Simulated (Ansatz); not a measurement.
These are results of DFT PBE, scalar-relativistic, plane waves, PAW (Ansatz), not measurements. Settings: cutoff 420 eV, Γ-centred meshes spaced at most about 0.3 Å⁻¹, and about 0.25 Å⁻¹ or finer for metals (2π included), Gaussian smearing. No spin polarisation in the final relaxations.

These are static total energies at zero pressure. All come from trial cells, and lower structures may exist.

Question: Which of these relaxed structures of In₂GaP₃ is the lowest in energy?
A.

Space group I4/mmm (No. 139). a = 3.845 Å, b = 3.845 Å, c = 16.237 Å, α = 90.00°, β = 90.00°, γ = 90.00°
```
atom  site  symmetry       x       y       z
  In    4e       4mm  0.5000  0.5000  0.3334
  Ga    2b     4/mmm  0.5000  0.5000  0.0000
   P    2a     4/mmm  0.0000  0.0000  0.0000
   P    4e       4mm  0.5000  0.5000  0.1610
```

B.

Space group P3m1 (No. 156). a = 4.107 Å, b = 4.107 Å, c = 10.098 Å, α = 90.00°, β = 90.00°, γ = 120.00°
```json
{"atom": "In", "site": "1a", "symmetry": "3m.", "x": "0.0000", "y": "0.0000", "z": "0.9932"}
{"atom": "In", "site": "1c", "symmetry": "3m.", "x": "0.6667", "y": "0.3333", "z": "0.3390"}
{"atom": "Ga", "site": "1b", "symmetry": "3m.", "x": "0.3333", "y": "0.6667", "z": "0.6657"}
{"atom": "P", "site": "1a", "symmetry": "3m.", "x": "0.0000", "y": "0.0000", "z": "0.7376"}
{"atom": "P", "site": "1b", "symmetry": "3m.", "x": "0.3333", "y": "0.6667", "z": "0.4298"}
{"atom": "P", "site": "1c", "symmetry": "3m.", "x": "0.6667", "y": "0.3333", "z": "0.0847"}
```

C.

Space group P-3m1 (No. 164). a = 3.834 Å, b = 3.834 Å, c = 9.358 Å, α = 90.00°, β = 90.00°, γ = 120.00°
```csv
atom,site,symmetry,x,y,z
In,2d,3m.,0.3333,0.6667,0.6737
Ga,1a,-3m.,0.0000,0.0000,0.0000
P,1b,-3m.,0.0000,0.0000,0.5000
P,2d,3m.,0.3333,0.6667,0.1482
```

Answer: B. It has In and Ga ordered on zinc blende sites, space group P3m1 (No. 156); the next, C, with In and Ga ordered on rock salt sites, space group P-3m1 (No. 164), lies 284 meV/atom higher. Counting P atoms around Ga and In (those within 1.25 times the shortest such distance or 1.15 times the sum of covalent radii), the lowest has In 4, Ga 4 and the next has In 6, Ga 6.

With atoms moved at random, P3m1 came back. Other cells relaxed within their symmetry can be saddle points. Some structure types and database cells were kept out of the candidates from the start, so a known form may be missing.
